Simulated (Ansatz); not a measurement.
Method: DFT PBE, scalar-relativistic, plane waves, PAW (Ansatz 0.2.0). Settings: cutoff 420 eV, Γ-centred meshes spaced at most about 0.3 Å⁻¹, and about 0.25 Å⁻¹ or finer for metals (2π included), Gaussian smearing. No spin polarisation.

Each guess is relaxed in cell and atoms at zero pressure, on a coarse mesh first where it starts far from rest and then on a converged one. The steps can't lower the symmetry of the start, but it can rise. Energies are static (0 K, no zero-point motion).

Two unrelaxed guesses for Si2C3:

Guess 1.

```
CELL_PARAMETERS angstrom
2.67398 0.00000 0.00000
-1.33699 2.31574 0.00000
0.00000 0.00000 22.23251
ATOMIC_POSITIONS crystal
Si 0.66667 0.33333 0.80000
Si 0.66667 0.33333 0.00000
Si 0.66667 0.33333 0.20000
Si 0.33333 0.66667 0.50000
C 0.66667 0.33333 0.40000
C 0.66667 0.33333 0.60000
C 0.33333 0.66667 0.70000
C 0.33333 0.66667 0.90000
C 0.33333 0.66667 0.10000
C 0.33333 0.66667 0.30000
```

Guess 2.

```
CELL_PARAMETERS angstrom
2.56766 0.00000 0.00000
-1.28383 2.22366 0.00000
0.00000 0.00000 12.05591
ATOMIC_POSITIONS crystal
Si 0.00000 0.00000 0.90000
Si 0.00000 0.00000 0.10000
C 0.00000 0.00000 0.30000
C 0.00000 0.00000 0.50000
C 0.00000 0.00000 0.70000
```

Question: Where do they end, and which end is lower?

Answer: Guess 1 ends lower, by 0.43 eV/atom. Guess 1: P-6m2 at 13.8 Å³/atom → P-6m2 at 9.2 Å³/atom; Guess 2: P6/mmm at 13.8 Å³/atom → P6/mmm at 11.9 Å³/atom. Counting C atoms around Si (those within 1.25 times the shortest such distance or 1.15 times the sum of covalent radii; the shortest distance is added where it is long for a bond; a slash parts the counts of unlike sites), the end of guess 1 has Si 2/4/6 from 2.3 Å and the end of guess 2 has Si 1. The end of guess 1 holds Si–Si units of three or more atoms (shortest 2.55 Å) and C–C nets (shortest 1.66 Å); the end of guess 2 holds Si–Si pairs (shortest 2.55 Å) and C–C units of three or more atoms (shortest 1.28 Å). End of guess 1. Conventional cell: a = 2.767 Å, c = 13.933 Å. Si on a site of symmetry 3m has 3 C at 1.80 Å, 1 C at 1.96 Å and 1 Si at 2.55 Å; around Si on a site of symmetry -6m2 lie 6 C at 2.35 Å, 2 Si at 2.55 Å and 6 Si at 2.77 Å; around C on its first site lie 3 C at 1.66 Å and 1 Si at 1.96 Å; 3 more sites not described. End of guess 2. Conventional cell: a = 2.807 Å, c = 8.723 Å. Si has 1 C at 1.81 Å and 1 Si at 2.55 Å; C on a site of symmetry 6mm is surrounded by 1 C at 1.28 Å and 1 Si at 1.81 Å; C on a site of symmetry 6/mmm is surrounded by 2 C at 1.28 Å.

Cells without such a test can be saddle points. Shaken at random and relaxed again, the end of guess 2 came back. Neither end is the lowest form computed: that has space group R-3m (No. 166) and lies 149 meV/atom below the better end. Even the lowest of the cells shown lies +0.73 eV/atom against the elements. Some types were kept out of the candidates beforehand, so the set may lack a known form.
